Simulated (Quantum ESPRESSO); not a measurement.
# CdS (Greenockite) (P6_3mc) in Quantum ESPRESSO: notebook

Aim: see how the results for CdS (Greenockite) move with the level of theory and the settings. Levels: LDA, PBE, PW91. Tasks: phonons.

All numbers are computed with Quantum ESPRESSO 7.5; they aren't measurements. Logs are shortened: lines on timing, memory, paths and dates and some standing lists are left out, and cuts for length are marked.

## Step 1: The structure

Symmetry: P6_3mc, No. 186, hexagonal system. The conventional cell has a = 4.150 Å, b = 4.150 Å, c = 6.737 Å, α = 90.00°, β = 90.00°, γ = 120.00°. Around Cd (site symmetry 3m) lie 4 S at 2.53 to 2.54 Å. Around S (site symmetry 3m) lie 4 Cd at 2.53 to 2.54 Å.

## Step 2: Phonons, LDA

pw.in reads:

```
&CONTROL
  calculation = 'scf'
  prefix = 'pwscf'
  outdir = './tmp'
  pseudo_dir = './pseudo'
  tprnfor = .true.
  tstress = .true.
  disk_io = 'low'
/
&SYSTEM
  ibrav = 0
  celldm(1) = 8
  nat = 4
  ntyp = 2
  ecutwfc = 45
  ecutrho = 360
  nbnd = 26
  occupations = 'smearing'
  smearing = 'fd'
  degauss = 0.00367493
/
&ELECTRONS
  conv_thr = 8d-10
  electron_maxstep = 120
  mixing_beta = 0.5
/
ATOMIC_SPECIES
Cd   112.4140 cd_lda_v1.uspp.F.UPF
S     32.0600 s_lda_v1.4.uspp.F.UPF
CELL_PARAMETERS alat
  0.9802954271496   0.0000000000000   0.0000000000000
 -0.4901477135748   0.8489607431240   0.0000000000000
  0.0000000000000   0.0000000000000   1.5913856127005
ATOMIC_POSITIONS crystal
Cd     0.6666666667    0.3333333333    0.5000000000
Cd     0.3333333333    0.6666666667    0.0000000000
S      0.6666666667    0.3333333333    0.8750000000
S      0.3333333333    0.6666666667    0.3750000000
K_POINTS automatic
4 4 2 0 0 1
```

relax.in reads:

```
&CONTROL
  calculation = 'vc-relax'
  prefix = 'pwscf'
  outdir = './tmp'
  pseudo_dir = './pseudo'
  tprnfor = .true.
  tstress = .true.
  disk_io = 'low'
  nstep = 40
  forc_conv_thr = 0.0001
  etot_conv_thr = 1d-06
/
&SYSTEM
  ibrav = 0
  celldm(1) = 8
  nat = 4
  ntyp = 2
  ecutwfc = 45
  ecutrho = 360
  nbnd = 26
  occupations = 'smearing'
  smearing = 'fd'
  degauss = 0.00367493
/
&ELECTRONS
  conv_thr = 8d-10
  electron_maxstep = 120
  mixing_beta = 0.5
/
&IONS
  ion_dynamics = 'bfgs'
/
&CELL
  cell_dynamics = 'bfgs'
  press = 0
  press_conv_thr = 0.2
/
ATOMIC_SPECIES
Cd   112.4140 cd_lda_v1.uspp.F.UPF
S     32.0600 s_lda_v1.4.uspp.F.UPF
CELL_PARAMETERS alat
  0.9802954271489  -0.0000000000000   0.0000000000000
 -0.4901477135744   0.8489607431246   0.0000000000000
  0.0000000000000   0.0000000000000   1.5913856127005
ATOMIC_POSITIONS crystal
Cd     0.6666666666    0.3333333332    0.5000000000
Cd     0.3333333332    0.6666666666    0.0000000000
S      0.6666666666    0.3333333332    0.8750000000
S      0.3333333332    0.6666666666    0.3750000000
K_POINTS automatic
4 4 2 0 0 1
```

gamma.in reads:

```
&CONTROL
  calculation = 'bands'
  prefix = 'pwscf'
  outdir = './tmp'
  pseudo_dir = './pseudo'
  disk_io = 'low'
  verbosity = 'high'
/
&SYSTEM
  ibrav = 0
  celldm(1) = 8
  nat = 4
  ntyp = 2
  ecutwfc = 45
  ecutrho = 360
  nbnd = 26
  occupations = 'smearing'
  smearing = 'fd'
  degauss = 0.00367493
/
&ELECTRONS
  conv_thr = 1d-08
  electron_maxstep = 120
  mixing_beta = 0.5
  diago_full_acc = .true.
  startingwfc = 'random'
/
ATOMIC_SPECIES
Cd   112.4140 cd_lda_v1.uspp.F.UPF
S     32.0600 s_lda_v1.4.uspp.F.UPF
CELL_PARAMETERS alat
  0.9650964333981  -0.0000000000000   0.0000000000000
 -0.4825482166990   0.8357980284245   0.0000000000000
  0.0000000000000   0.0000000000000   1.5694720654075
ATOMIC_POSITIONS crystal
Cd     0.6666666665    0.3333333331    0.4994470652
Cd     0.3333333331    0.6666666665   -0.0005529348
S      0.6666666665    0.3333333331    0.8755529348
S      0.3333333331    0.6666666665    0.3755529348
K_POINTS crystal
1
0.0 0.0 0.0 1
```

scf2.in reads:

```
&CONTROL
  calculation = 'scf'
  prefix = 'pwscf'
  outdir = './tmp'
  pseudo_dir = './pseudo'
  tprnfor = .true.
  tstress = .true.
  disk_io = 'low'
/
&SYSTEM
  ibrav = 0
  celldm(1) = 8
  nat = 4
  ntyp = 2
  ecutwfc = 45
  ecutrho = 360
  nbnd = 26
  occupations = 'fixed'
/
&ELECTRONS
  conv_thr = 1d-13
  electron_maxstep = 120
  mixing_beta = 0.5
  startingpot = 'file'
/
ATOMIC_SPECIES
Cd   112.4140 cd_lda_v1.uspp.F.UPF
S     32.0600 s_lda_v1.4.uspp.F.UPF
CELL_PARAMETERS alat
  0.9650964333981  -0.0000000000000   0.0000000000000
 -0.4825482166990   0.8357980284245   0.0000000000000
  0.0000000000000   0.0000000000000   1.5694720654075
ATOMIC_POSITIONS crystal
Cd     0.6666666665    0.3333333331    0.4994470652
Cd     0.3333333331    0.6666666665   -0.0005529348
S      0.6666666665    0.3333333331    0.8755529348
S      0.3333333331    0.6666666665    0.3755529348
K_POINTS automatic
4 4 2 0 0 1
```

ph.in reads:

```
phonons of CdS
&INPUTPH
  prefix = 'pwscf'
  outdir = './tmp'
  tr2_ph = 1d-18
  fildyn = 'dyn'
  niter_ph = 90
  alpha_mix(1) = 0.7
  epsil = True
/
0.0000000000 0.0000000000 0.0000000000
```

dynmat.in reads:

```
&INPUT
  fildyn = 'dyn'
  asr = 'crystal'
  lperm = .true.
  filout = 'dynmat.disp'
  fileig = 'dynmat.eig'
/
```

dynmat_lo.in reads:

```
&INPUT
  fildyn = 'dyn'
  asr = 'crystal'
  filout = 'dynmat_lo.disp'
  fileig = 'dynmat_lo.eig'
  q(1) = 0
  q(2) = 0
  q(3) = 1
/
```

Potentials or basis: GBRV 1.5 LDA.

On the command line:

```
$ OMP_NUM_THREADS=1 mpirun -n 4 pw.x -nk 2 -in pw.in > pw.out
$ OMP_NUM_THREADS=1 mpirun -n 4 pw.x -nk 2 -in relax.in > relax.out
$ OMP_NUM_THREADS=1 mpirun -n 4 pw.x -in gamma.in > gamma.out
$ OMP_NUM_THREADS=1 mpirun -n 4 pw.x -nk 2 -in scf2.in > scf2.out
$ OMP_NUM_THREADS=1 mpirun -n 4 ph.x -nk 2 -in ph.in > ph.out
$ OMP_NUM_THREADS=1 mpirun -n 1 dynmat.x -in dynmat.in > dynmat.out
$ OMP_NUM_THREADS=1 mpirun -n 1 dynmat.x -in dynmat_lo.in > dynmat_lo.out
```

pw.out:

```text
This program is part of the open-source Quantum ESPRESSO suite
     for quantum simulation of materials; please cite
[... 6 lines left out ...]
     using ibrav=0 with symmetry is DISCOURAGED, use correct ibrav instead

     K-points division:     npool     =       2
     Subspace diagonalization in iterative solution of the eigenvalue problem:
     a serial algorithm will be used

     --------------------
     sticks:   dense  smooth     PW     G-vecs:    dense   smooth      PW
     Min         759     378    105                39105    13779    2121
     Max         760     379    106                39110    13780    2126
     Sum        1519     757    211                78215    27559    4247

     Using Slab Decomposition

     bravais-lattice index     =            0
     lattice parameter (alat)  =       8.0000  a.u.
     unit-cell volume          =     678.0941 (a.u.)^3
     number of atoms/cell      =            4
     number of atomic types    =            2
     number of electrons       =        36.00
     number of Kohn-Sham states=           26
     kinetic-energy cutoff     =      45.0000  Ry
     charge density cutoff     =     360.0000  Ry
     scf convergence threshold =      8.0E-10
     mixing beta               =       0.5000
     number of iterations used =            8  plain     mixing
     Exchange-correlation=  SLA  PZ   NOGX NOGC
                           (   1   1   0   0   0   0   0)

     celldm(1)=   8.000000  celldm(2)=   0.000000  celldm(3)=   0.000000
     celldm(4)=   0.000000  celldm(5)=   0.000000  celldm(6)=   0.000000

     crystal axes: (cart. coord. in units of alat)
               a(1) = (   0.980295   0.000000   0.000000 )
               a(2) = (  -0.490148   0.848961   0.000000 )
               a(3) = (   0.000000   0.000000   1.591386 )

     reciprocal axes: (cart. coord. in units 2 pi/alat)
               b(1) = (  1.020101  0.588955 -0.000000 )
               b(2) = (  0.000000  1.177911  0.000000 )
               b(3) = (  0.000000 -0.000000  0.628383 )

     PseudoPot. # 1 for Cd read from file:
     cd_lda_v1.uspp.F.UPF
     Pseudo is Ultrasoft + core correction, Zval = 12.0
     Generated by new atomic code, or converted to UPF format
     Using radial grid of  889 points,  6 beta functions with:
                l(1) =   0
                l(2) =   0
                l(3) =   1
                l(4) =   1
                l(5) =   2
                l(6) =   2
     Q(r) pseudized with  6 coefficients,  rinner =    1.000   1.000   1.000
                                                       1.000   1.000

     PseudoPot. # 2 for S  read from file:
     s_lda_v1.4.uspp.F.UPF
     Pseudo is Ultrasoft + core correction, Zval =  6.0
     Generated by new atomic code, or converted to UPF format
     Using radial grid of  907 points,  6 beta functions with:
                l(1) =   0
                l(2) =   0
                l(3) =   1
                l(4) =   1
                l(5) =   2
                l(6) =   2
     Q(r) pseudized with  8 coefficients,  rinner =    1.300   1.300   1.300
                                                       1.300   1.300

     atomic species   valence    mass     pseudopotential
     Cd               12.00   112.41400     Cd( 1.00)
     S                 6.00    32.06000     S ( 1.00)

     12 Sym. Ops. (no inversion) found ( 6 have fractional translation)

   Cartesian axes

     site n.     atom                  positions (alat units)
         1        Cd     tau(   1) = (   0.4901477   0.2829869   0.7956928  )
         2        Cd     tau(   2) = (  -0.0000000   0.5659738   0.0000000  )
         3        S      tau(   3) = (   0.4901477   0.2829869   1.3924624  )
         4        S      tau(   4) = (  -0.0000000   0.5659738   0.5967696  )

     number of k points=     4  Fermi-Dirac smearing, width (Ry)=  0.0037
                       cart. coord. in units 2pi/alat
        k(    1) = (   0.0000000   0.0000000   0.1570958), wk =   0.1250000
        k(    2) = (   0.0000000   0.2944777   0.1570958), wk =   0.7500000
        k(    3) = (   0.0000000  -0.5889554   0.1570958), wk =   0.3750000
        k(    4) = (   0.2550252   0.4417165   0.1570958), wk =   0.7500000

     Dense  grid:    78215 G-vectors     FFT dimensions: (  48,  48,  80)

     Smooth grid:    27559 G-vectors     FFT dimensions: (  36,  36,  60)

     Initial potential from superposition of free atoms

     starting charge      34.9999, renormalised to      36.0000

     negative rho (up, down):  4.268E-02 0.000E+00
     Starting wfcs are   26 randomized atomic wfcs

     Self-consistent Calculation

     iteration #  1     ecut=    45.00 Ry     beta= 0.50
     Davidson diagonalization with overlap
     ethr =  1.00E-02,  avg # of iterations =  5.2

     Threshold (ethr) on eigenvalues was too large:
     Diagonalizing with lowered threshold

     Davidson diagonalization with overlap
     ethr =  5.79E-04,  avg # of iterations =  2.0

     negative rho (up, down):  4.152E-02 0.000E+00

     total energy              =    -277.32908456 Ry
     estimated scf accuracy    <       0.20536530 Ry

     iteration #  2     ecut=    45.00 Ry     beta= 0.50
     Davidson diagonalization with overlap
     ethr =  5.70E-04,  avg # of iterations =  2.0

     negative rho (up, down):  4.210E-02 0.000E+00

     total energy              =    -277.38793358 Ry
     estimated scf accuracy    <       0.02066220 Ry

     iteration #  3     ecut=    45.00 Ry     beta= 0.50
     Davidson diagonalization with overlap
     ethr =  5.74E-05,  avg # of iterations =  3.0

     negative rho (up, down):  4.248E-02 0.000E+00

     total energy              =    -277.39024333 Ry
     estimated scf accuracy    <       0.00204457 Ry

     iteration #  4     ecut=    45.00 Ry     beta= 0.50
     Davidson diagonalization with overlap
     ethr =  5.68E-06,  avg # of iterations =  4.2

     negative rho (up, down):  4.249E-02 0.000E+00

     total energy              =    -277.39056217 Ry
     estimated scf accuracy    <       0.00016829 Ry

     iteration #  5     ecut=    45.00 Ry     beta= 0.50
     Davidson diagonalization with overlap
     ethr =  4.67E-07,  avg # of iterations =  8.0

     negative rho (up, down):  4.257E-02 0.000E+00

     total energy              =    -277.39067540 Ry
     estimated scf accuracy    <       0.00001012 Ry

     iteration #  6     ecut=    45.00 Ry     beta= 0.50
     Davidson diagonalization with overlap
     ethr =  2.81E-08,  avg # of iterations =  7.0

     negative rho (up, down):  4.259E-02 0.000E+00

     total energy              =    -277.39068468 Ry
     estimated scf accuracy    <       0.00000887 Ry

     iteration #  7     ecut=    45.00 Ry     beta= 0.50
     Davidson diagonalization with overlap
     ethr =  2.47E-08,  avg # of iterations =  2.0

     negative rho (up, down):  4.260E-02 0.000E+00

     total energy              =    -277.39068728 Ry
     estimated scf accuracy    <       0.00000011 Ry

     iteration #  8     ecut=    45.00 Ry     beta= 0.50
     Davidson diagonalization with overlap
     ethr =  3.11E-10,  avg # of iterations =  9.0

     negative rho (up, down):  4.260E-02 0.000E+00

     total energy              =    -277.39068753 Ry
     estimated scf accuracy    <       0.00000014 Ry

     iteration #  9     ecut=    45.00 Ry     beta= 0.50
     Davidson diagonalization with overlap
     ethr =  3.11E-10,  avg # of iterations =  2.0

     negative rho (up, down):  4.260E-02 0.000E+00

     total energy              =    -277.39068754 Ry
     estimated scf accuracy    <       0.00000001 Ry

     iteration # 10     ecut=    45.00 Ry     beta= 0.50
     Davidson diagonalization with overlap
     ethr =  3.51E-11,  avg # of iterations =  4.2

     negative rho (up, down):  4.260E-02 0.000E+00

     total energy              =    -277.39068754 Ry
     estimated scf accuracy    <          8.8E-10 Ry

     iteration # 11     ecut=    45.00 Ry     beta= 0.50
     Davidson diagonalization with overlap
     ethr =  2.44E-12,  avg # of iterations =  8.5

     negative rho (up, down):  4.260E-02 0.000E+00

     End of self-consistent calculation

          k = 0.0000 0.0000 0.1571 (  3495 PWs)   bands (ev):

    -7.0620  -6.7406  -2.4708  -2.4708  -2.4624  -2.4100  -2.4100  -2.0614
    -2.0614  -1.9960  -1.9960  -1.9294   1.3364   4.0731   4.5182   4.5182
     5.0752   5.0752   7.0199   7.7702  11.2516  11.5016  11.5016  11.9985
    12.2694  12.2694

          k = 0.0000 0.2945 0.1571 (  3464 PWs)   bands (ev):

    -6.8774  -6.6417  -2.4266  -2.3968  -2.3489  -2.3069  -2.2726  -2.1152
    -2.0500  -2.0463  -1.9835  -1.7153   1.4412   2.7052   3.1166   3.9356
     4.5280   4.6522   8.0906   9.0279  10.4806  10.7961  12.0383  12.1944
    12.7047  13.3776

          k = 0.0000-0.5890 0.1571 (  3444 PWs)   bands (ev):

    -6.6670  -6.5662  -2.4015  -2.3468  -2.2755  -2.2093  -2.1724  -2.0814
    -1.9990  -1.9618  -1.6777  -1.5818   0.8775   1.3379   2.9913   3.4351
     4.0458   4.2512   8.2485   8.8451  10.5613  10.5986  12.3640  12.6177
    13.1609  14.6776

          k = 0.2550 0.4417 0.1571 (  3455 PWs)   bands (ev):

    -6.6692  -6.5670  -2.3832  -2.3436  -2.2673  -2.2250  -2.1156  -2.1110
    -2.0256  -2.0252  -1.7492  -1.4885   1.1432   1.6007   2.6962   3.1792
     3.6523   4.1298   9.1360   9.7470  10.4723  10.9876  11.6467  12.0216
    13.1408  14.0730

     the Fermi energy is     6.0617 ev

!    total energy              =    -277.39068754 Ry
     estimated scf accuracy    <          1.0E-10 Ry
     smearing contrib. (-TS)   =      -0.00000000 Ry
     internal energy E=F+TS    =    -277.39068754 Ry

     The total energy is F=E-TS. E is the sum of the following terms:
     one-electron contribution =     -78.46056703 Ry
     hartree contribution      =      65.59137157 Ry
     xc contribution           =     -94.75810648 Ry
     ewald contribution        =    -169.76338561 Ry

     convergence has been achieved in  11 iterations

     negative rho (up, down):  4.260E-02 0.000E+00

     Forces acting on atoms (cartesian axes, Ry/au):

     atom    1 type  1   force =     0.00000000   -0.00000000   -0.00197544
     atom    2 type  1   force =     0.00000000    0.00000000   -0.00197544
     atom    3 type  2   force =     0.00000000   -0.00000000    0.00197544
     atom    4 type  2   force =     0.00000000    0.00000000    0.00197544

     Total force =     0.003951     Total SCF correction =     0.000054

     Computing stress (Cartesian axis) and pressure

     negative rho (up, down):  4.260E-02 0.000E+00
          total   stress  (Ry/bohr**3)                   (kbar)     P=      -26.91
  -0.00019128   0.00000000   0.00000000          -28.14        0.00        0.00
  -0.00000000  -0.00019128   0.00000000           -0.00      -28.14        0.00
   0.00000000   0.00000000  -0.00016621            0.00        0.00      -24.45

=------------------------------------------------------------------------------=
   JOB DONE.
=------------------------------------------------------------------------------=
```

Wall time 4 min (4 MPI ranks of Arm Neoverse V1, shared host); peak memory 0.52 GiB.

Results:

- Free energy: -3774.1302 eV
- Relaxed volume: 24.01 Å³/atom
- Relaxed cell: a = 4.086 Å, b = 4.086 Å, c = 6.644 Å, α = 90.00°, β = 90.00°, γ = 120.00°
- Space group after relaxing (to 0.05 Å): P6_3mc (No. 186)
- Pressure after relaxing: 0.1 GPa
- Electronic dielectric tensor (diagonal): 7.57, 7.57, 5.95
- Born charges (mean of the diagonal): Cd +2.14; S -2.36 e
- Highest phonon frequency at Γ, LO-TO splitting left out: 308 cm⁻¹
- Static dielectric tensor (diagonal): 11.21, 11.21, 9.10

Forces in eV/Å, atoms in the order of the input:
```
Cd   0.000  0.000 -0.002
Cd   0.000  0.000 -0.002
S    0.000  0.000  0.002
S    0.000  0.000  0.002
```

Step by step:
| step | energy change (eV) | largest force (eV/Å) | pressure (GPa) | volume (Å³) |
| --- | --- | --- | --- | --- |
| 1 | 0.0000 | 0.0508 | -2.69 | 100.48 |
| 2 | -0.0200 | 0.0376 | -1.93 | 99.11 |
| 3 | -0.0368 | 0.0146 | -0.69 | 97.08 |
| 4 | -0.0390 | 0.0008 | 0.04 | 95.99 |
| 5 | -0.0390 | 0.0018 | 0.00 | 96.05 |
| 6 | -0.0390 | 0.0019 | 0.00 | 96.05 |
| 7 | -0.0390 | 0.0020 | 0.00 | 96.05 |
| 8 | -0.0390 | 0.0020 | 0.00 | 96.05 |

Final structure:
```xyz
4
Lattice="4.0857 0.0000 0.0000 -2.0428 3.5383 0.0000 0.0000 0.0000 6.6442" Properties=species:S:1:pos:R:3 pbc="T T T"
Cd    2.0428    1.1794    3.3184
Cd    0.0000    2.3589   -0.0037
S     2.0428    1.1794    5.8174
S     0.0000    2.3589    2.4953
```

Levels at points of the mesh, in eV from the valence-band top:
```csv
k point,band 16,band 17,band 18,band 19,band 20,band 21
"(0.00, 0.00, 0.25)",-0.60,0.00,0.00,2.05,2.76,6.16
```

Phonon frequencies in cm⁻¹ (negative: imaginary):
```
              q point                                 frequencies
(0.000, 0.000, 0.000)  -8 -5 -5 41 41 137 242 246 246 260 260 308
```

Electronic dielectric tensor:
```
7.57 0.00 0.00
0.00 7.57 0.00
0.00 0.00 5.95
```

Born effective charge tensors (e):
atom 1, Cd
```
2.15 0.00 0.00
0.00 2.15 0.00
0.00 0.00 2.12
```
atom 2, Cd
```
2.15 0.00 0.00
0.00 2.15 0.00
0.00 0.00 2.12
```
atom 3, S
```
-2.48  0.00  0.00
 0.00 -2.48  0.00
 0.00  0.00 -2.12
```
atom 4, S
```
-2.48  0.00  0.00
 0.00 -2.48  0.00
 0.00  0.00 -2.12
```

Optical modes at Γ, degenerate ones joined, polar ones without the macroscopic field:
| cm⁻¹ | components | symmetry | active in | IR intensity, summed ((D/Å)²/amu) |
| --- | --- | --- | --- | --- |
| 41 | 2 | E2 | Raman | 0.00 |
| 137 | 1 | B1 | silent | 0.00 |
| 242 | 1 | A1 | IR and Raman | 8.32 |
| 246 | 2 | E1 | IR and Raman | 19.86 |
| 260 | 2 | E2 | Raman | 0.00 |
| 308 | 1 | B1 | silent | 0.00 |

Zone-centre frequencies without and with the macroscopic field along z (cm⁻¹):
```
                    optical modes in rising order
       without  41 41 137 242 246 246 260 260 308
with the field  41 41 137 246 246 260 260 300 308
```

Static dielectric tensor, electrons and zone-centre modes:
```
11.21  0.00  0.00
 0.00 11.21  0.00
 0.00  0.00  9.10
```

Caveat: the k mesh is coarse (spacing up to 0.47 Å⁻¹), so the values aren't converged; the mesh is thin for the dielectric tensor, Born charges and intensities, which usually come out too large; the Born charges break their sum rule by 0.44 e, a sign of too thin a mesh.

[end of part 1 of 2]
